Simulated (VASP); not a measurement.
Wanted: the native input for a VASP 6.6.1 run.

```yaml
Task: electron localisation function
Functional: PBE
Potentials_or_basis: VASP PAW PBE potentials, release 64 (Te, Ti_sv)
Cutoff: 520 eV
k_mesh: 8 × 8 × 4
Occupations: gaussian, width 0.02 eV
Spin: no spin polarisation
Further_INCAR_settings: ALGO = Normal; EDIFF = 1e-06
```

The structure of TiTe2 lies in POSCAR:

```
TiTe2
1.0
    3.7770000000      0.0000000000      0.0000000000
   -1.8885000000      3.2709779501      0.0000000000
    0.0000000000      0.0000000000      6.4980000000
Te Ti
2 1
Direct
    0.3333333333      0.6666666667      0.7372000000
    0.6666666667      0.3333333333      0.2628000000
    0.0000000000      0.0000000000      0.0000000000
```

The input as run:

INCAR

```
ALGO = Normal
EDIFF = 1E-6
ENCUT = 520
GGA = PE
ISIF = 2
ISMEAR = 0
LASPH = True
LCHARG = True
LELF = True
LREAL = False
LWAVE = False
NELM = 80
PREC = Accurate
SIGMA = 0.02
```

KPOINTS

```
k-points
0
Gamma
  8 8 4
```

Potentials or basis: VASP PAW PBE potentials, release 64 (Te, Ti_sv).

Run with:

```bash
$ cat potpaw_PBE.64/Te/POTCAR potpaw_PBE.64/Ti_sv/POTCAR > POTCAR
$ mpirun -np 1 vasp_std > vasp.out
```

It gave:

* Pressure: 0.9 GPa
* Largest force: 0.019 eV/Å
* Band gap on the k mesh: none (metal or under the smearing width)

Caveat: this functional lacks dispersion, which binds the layers, so the pressure and a relaxed spacing across them are unreliable.

It took 31 s on 1 thread of AMD EPYC 9R45 (Zen 5), with other jobs on the host, peak memory 0.18 GiB.
